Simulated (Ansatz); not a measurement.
## Ta under changes of volume

One of the cells (18.819 Å³/atom); the others are scaled copies at fixed shape and fractional positions:

```
Ta
1.0
     2.90037    0.00000    0.00000
    -1.45019    2.51180    0.00000
     0.00000    0.00000    5.16627
Ta
2
Cartesian
  0.0000 1.6745 1.2916
  1.4502 0.8373 3.8747
```

This isn't the form of Ta at room conditions, which is bcc.

```yaml
Program: Ansatz 0.2.0
Functional: HSE06
Potentials_or_basis: Ansatz PAW
Cutoff: "420 eV (not typed: the program's choice for these potentials)"
k_mesh: 6 × 6 × 4
Occupations: fermi-dirac, width 0.05 eV
Spin: no spin polarisation
```

```tsv
volume (Å³/atom)	energy over the lowest point (meV/atom)	pressure (GPa)
17.689	?	?
18.066	7.01	5.1
18.442	0.00	0.9
18.819	2.69	-2.9
19.195	14.08	-6.4
19.571	33.28	-9.5
19.948	59.46	-12.4
```

Question: What does the run at 17.689 Å³/atom give?

Answer: Energy over the lowest point 24.44 meV/atom; pressure 9.6 GPa.

Worked out: A Birch-Murnaghan fit of order 3 (a polynomial in V^(-2/3)) to the other rows has its minimum at 18.52 Å³/atom with B0 = V·E''(V) = 199 GPa and B' = 4.5 at fixed shape and positions, which overstates the stiffness. It gives 24.96 meV/atom at 17.689 Å³/atom, against the run's 24.44, and -dE/dV = 10.1 GPa, against 9.6.

Energies are extrapolated to zero smearing.

Caveats: all runs use coarse meshes; the PAW data sets come from PBE, with cores solved anew for the run's functional, which leaves a small shift of forces and pressure; the thresholds are loose for stress.
